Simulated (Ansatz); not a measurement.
Li2S built on the antifluorite prototype, relaxed with r2SCAN: 8 runs in Ansatz, each a construction of maximally localised Wannier functions. It is cubic, Fm-3m (No. 225); conventional cell a = 5.691 Å, 15.36 Å³ an atom. Around S lie 8 Li at 2.46 Å; around Li lie 4 S at 2.46 Å. Calculated for a static, non-magnetic cell.

```yaml
crystal:
  lattice:
    - [0.00000, 2.84529, 2.84529]
    - [2.84529, 0.00000, 2.84529]
    - [2.84529, 2.84529, 0.00000]
  atoms:
    - { symbol: S, position: [0.00000, 0.00000, 0.00000] }
    - { symbol: Li, position: [0.25000, 0.25000, 0.25000] }
    - { symbol: Li, position: [0.75000, 0.75000, 0.75000] }
```

Windows count from the top of the filled bands; a dash means that no such window was set (without an outer window there is no disentanglement). Rows marked drawn have settings drawn at random (some not listed).

| functional | SCF mesh | trial orbitals | functions | mesh | window (eV) | frozen (eV) | settings | Ω total (Å²) | Ω invariant (Å²) | largest spread (Å²) | least projectability | interpolation miss of the model's filled bands (eV, to the nearest computed level) |
| --- | --- | --- | --- | --- | --- | --- | --- | --- | --- | --- | --- | --- |
| PBE | 6×6×6 | S s, S p | 4 | 6×6×6 | – | – | chosen | 5.63 | 4.58 | 1.41 | 0.93 | 0.009 |
| PBE | 6×6×6 | S s, S p | 4 | 4×4×4 | – | – | chosen | 5.33 | 4.30 | 1.33 | 0.93 | 0.050 |
| PBE | 6×6×6 | S s, S p | 4 | 8×8×8 | – | – | chosen | 5.75 | 4.69 | 1.44 | 0.93 | 0.002 |
| PBE | 6×6×6 | S p | 3 | 6×6×6 | – | – | chosen | 5.59 | 5.55 | 1.86 | 0.93 | 0.009 |
| r2SCAN | 6×6×6 | S s, S p | 4 | 6×6×6 | – | – | chosen | 5.51 | 4.45 | 1.38 | 0.94 | 0.007 |
| r2SCAN | 6×6×6 | S p | 3 | 6×6×6 | – | – | chosen | 5.46 | 5.42 | 1.82 | 0.94 | 0.007 |
| HSE06 | 6×6×6 | S s, S p | 4 | 6×6×6 | – | – | chosen | 5.51 | 4.46 | 1.38 | 0.94 | – |
| PBE | 6×6×6 | Li s, S p | 5 | 6×6×6 | -25.1 to +19.3 | – | drawn | 8.56 | 8.44 | 2.47 | 0.60 | 0.932 |

1 of the rows take their functions from a window without a frozen part or with a poor projection: such a subspace needn't follow the bands named, so its spread can't be set beside the others.

A dash in the last column means that the miss wasn't evaluated.

For S s, S p with PBE the spread goes 5.33 Å² (4×4×4), 5.63 Å² (6×6×6), 5.75 Å² (8×8×8): finite differences on a coarse mesh understate it.
